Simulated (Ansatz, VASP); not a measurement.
## Rb: VASP beside Ansatz

File INCAR:

```
SYSTEM = Rb
PREC = Accurate
ENCUT = 520
EDIFF = 1E-6
ISMEAR = 0
SIGMA = 0.05
LREAL = .FALSE.
LASPH = .TRUE.
NELM = 60
ALGO = Normal
ISIF = 2
LWAVE = .FALSE.
LCHARG = .FALSE.
GGA = CA
NBANDS = 10
```

The input KPOINTS:

```
regular mesh
0
G
  10 10 10
  0 0 0
```

Contents of POSCAR:

```
Rb
1.0
   -2.7929549064      2.7929549064      2.7929549064
    2.7929549064     -2.7929549064      2.7929549064
    2.7929549064      2.7929549064     -2.7929549064
Rb
1
Direct
    0.0000000000      0.0000000000      0.0000000000
```

Input for Ansatz:

```yaml
crystal:
  lattice:
    - [-2.7929549064, 2.7929549064, 2.7929549064]
    - [2.7929549064, -2.7929549064, 2.7929549064]
    - [2.7929549064, 2.7929549064, -2.7929549064]
  atoms:
    - { symbol: Rb, position: [0.0, 0.0, 0.0] }
basis:
  ecutwfc: 420
  ecutrho_ratio: 4
kpoints:
  mp_grid: { grid: [10, 10, 10] }
hamiltonian:
  xc: lda
scf:
  occupations: { method: gaussian, width: 0.05 }
output:
  forces: true
  stress: true
  eigenvalues: true
```

Alike in both runs: task single point; functional LDA; k mesh 10 × 10 × 10; occupations gaussian, width 0.05 eV; no spin polarisation.

```csv
,VASP,Ansatz
version,VASP 6.6.1,Ansatz 0.2.0
potentials or method,"VASP PAW LDA potentials, release 64 (Rb_sv)","scalar-relativistic, plane waves, PAW"
plane-wave cutoff (eV),520,420
valence electrons in the cell,9,9
```

```tsv
	VASP	Ansatz	Ansatz less VASP
pressure (GPa)	-0.3	-0.3	0.00
```
